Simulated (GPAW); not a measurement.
This GPAW 26.7.0 run on AlNi needs a look.

Contents of run.py:

```python
from ase.calculators.mixing import SumCalculator
from ase.dft.bandgap import bandgap
from ase.io import read, write
from ase.units import GPa
from dftd3.ase import DFTD3
from gpaw import GPAW, PW, setup_paths

setup_paths.insert(0, '.')

atoms = read('AlNi.cif')
atoms.set_initial_magnetic_moments([1.0, 1.0, 0.0, 0.0])

calc = GPAW(mode=PW(600),
            xc='PBEsol',
            kpts={'size': (3, 5, 4), 'gamma': True},
            occupations={'name': 'mp', 'width': 0.05},
            nbands=35,
            convergence={'density': 1e-05, 'energy': 1e-05},
            maxiter=60,
            txt='gpaw.txt')
atoms.calc = SumCalculator([calc, DFTD3(damping='d3bj', params_tweaks=dict(method='pbesol', atm=True))])
energy = atoms.get_potential_energy()
forces = atoms.get_forces()
stress = atoms.get_stress()
calc.write('gs.gpw')
write('result.traj', atoms)
print(f'Energy: {energy:.6f} eV')
print('Forces (eV/A):')
print(forces.round(4))
print('Stress (GPa):', (stress / GPa).round(3))
print('Moments:', calc.get_magnetic_moments().round(3))
print('Fermi level:', round(calc.get_fermi_level(), 4), 'eV')
print(f'Gap: {bandgap(calc)[0]:.4f} eV, direct: {bandgap(calc, direct=True)[0]:.4f} eV')
```

AlNi.cif

```cif
data_AlNi
_cell_length_a 4.60136200
_cell_length_b 2.78936000
_cell_length_c 4.11106591
_cell_angle_alpha 90.00000000
_cell_angle_beta 109.26581165
_cell_angle_gamma 90.00000000
_space_group_name_H-M_alt 'C2/m'
_space_group_name_Hall '-C 2y'
_space_group_IT_number 12
loop_
_space_group_symop_operation_xyz
'x,y,z'
'-x,-y,-z'
'-x,y,-z'
'x,-y,z'
'x+1/2,y+1/2,z'
'-x+1/2,-y+1/2,-z'
'-x+1/2,y+1/2,-z'
'x+1/2,-y+1/2,z'
loop_
_atom_site_label
_atom_site_type_symbol
_atom_site_symmetry_multiplicity
_atom_site_Wyckoff_symbol
_atom_site_fract_x
_atom_site_fract_y
_atom_site_fract_z
_atom_site_occupancy
Ni1 Ni 2 d 0.5000000000 0.0000000000 0.5000000000 1
Al1 Al 2 a 0.0000000000 0.0000000000 0.0000000000 1
```

Potentials or basis: PAW data sets generated in the run's folder for this functional, pw.

Command:

```sh
$ gpaw-setup -f PBEsol Al Ni
$ OMP_NUM_THREADS=1 python run.py
```

gpaw.txt:

```text
__  _  _
 | _ |_)|_||  |
 |__||  | ||/\| - 26.7.0

Input parameters:
  mode=PW(ecut=600.0),
  convergence={'density': 1e-05, 'energy': 1e-05},
  kpts=MonkhorstPack(size=(3, 5, 4), gamma=True),
  maxiter=60,
  nbands=35,
  occupations=Occupations(name='mp', width=0.05),
  xc=XC(name='PBEsol')
```

On the terminal:

```text
Traceback (most recent call last):
  File "run.py", line 22, in <module>
  File "ase/atoms.py", line 1971, in get_potential_energy
  File "abc.py", line 25, in get_potential_energy
  File "calculator.py", line 517, in get_property
  File "mixing.py", line 97, in calculate
  File "mixing.py", line 52, in get_properties
  File "mixing.py", line 33, in get_property
  File "new/ase_interface.py", line 241, in get_property
  File "new/ase_interface.py", line 215, in calculate_property
  File "new/ase_interface.py", line 153, in iconverge
  File "new/ase_interface.py", line 258, in create_new_calculation
  File "new/calculation.py", line 158, in from_parameters
  File "new/calculation.py", line 135, in __init__
  File "dft.py", line 994, in create_dft_calculation_components
  File "new/builder.py", line 350, in create_scf_loop
  File "new/builder.py", line 299, in create_occupation_number_calculator
  File "new/smearing.py", line 43, in __init__
  File "occupations.py", line 842, in create_occ_calc
ValueError: Unknown occupation number object name: mp
```

Question: What happened, and what is wrong with the input?

Answer: The input was rejected before any iteration. The input holds a flaw that was put in on purpose: smearing name that the code doesn't know (occupations = name mp, width 0.05).
